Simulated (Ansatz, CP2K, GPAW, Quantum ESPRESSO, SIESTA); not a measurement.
# InCuS2 (I-42d, 8 atoms in the cell) computed with different codes at matched settings

Self-consistent single point, at a second geometry (lattice scaled by 0.98). First geometry:

```
InCuS2
1.0
   -2.81182     2.81182     5.66711
    2.81182    -2.81182     5.66711
    2.81182     2.81182    -5.66711
In Cu S
2 2 4
Direct
  0.50000   0.50000   0.00000
  0.25000   0.75000   0.50000
  0.75000   0.25000   0.50000
  0.00000   0.00000   0.00000
  0.87500   0.90380   0.52880
  0.09620   0.62500   0.97120
  0.37500   0.34620   0.47120
  0.65380   0.12500   0.02880
```

Shared settings, as Ansatz (a program for electronic structure) writes them: kpoints.mp_grid.grid = 4 4 4; scf.occupations.method = gaussian; scf.occupations.width = 0.136 eV. Potentials and cutoffs stand in the table.

```tsv
code	model	ΔF from the first geometry (meV/atom)	pressure (GPa)	largest force (eV/Å)	cutoff
Ansatz	PBE, PAW files	3.6	2.57	0.137	420 eV
GPAW	PBE, GPAW PAW datasets PBE (gpaw-data 1.0.1)	4.9	2.64	0.038	800 eV
SIESTA	GGA PBE, numerical atomic orbitals DZP, PseudoDojo PBE standard norm-conserving potentials (rewritten from UPF to PSML)	1.3	2.49	0.167	grid 400 Ry
Quantum ESPRESSO	PBE, PSlibrary PAW (PBE) pseudopotentials	5.0	2.03	0.165	50 Ry
CP2K	PBE, GPW, DZVP-MOLOPT-SR-GTH basis, GTH-PBE potentials (GTH_POTENTIALS)	8.1	3.21	0.135	grid 600 Ry
```

For Quantum ESPRESSO (by 0.7 GPa) the energy change implies a higher mean pressure, against the two pressures, than for the other programs: a sign of finite-basis (Pulay) stress.

On Ansatz's run: spin polarisation is off.

The spread over the programs that give each value: ΔF from the first geometry within 6.8 meV/atom; pressure within 1.18 GPa; largest force within 0.129 eV/Å.

SIESTA and CP2K use small atom-centred bases, whose incompleteness enters pressures, forces and empty levels differently from a plane-wave cutoff. Ansatz's pressure is given at a fixed set of plane waves, as the other plane-wave codes print theirs; with its correction for the finite basis it is 2.62 GPa. In the force vectors, GPAW (by 0.099) lies more than 0.08 eV/Å from the median of the plane-wave programs.

The starting cell comes from a database of computed structures (which also holds hypothetical and non-ambient phases and stackings), without a prior relaxation at this level. Its lattice was rescaled by a random factor within 2.5 % of one. For this run, on top of that: lattice scaled by 0.98.

Keys are those of Ansatz 0.2.
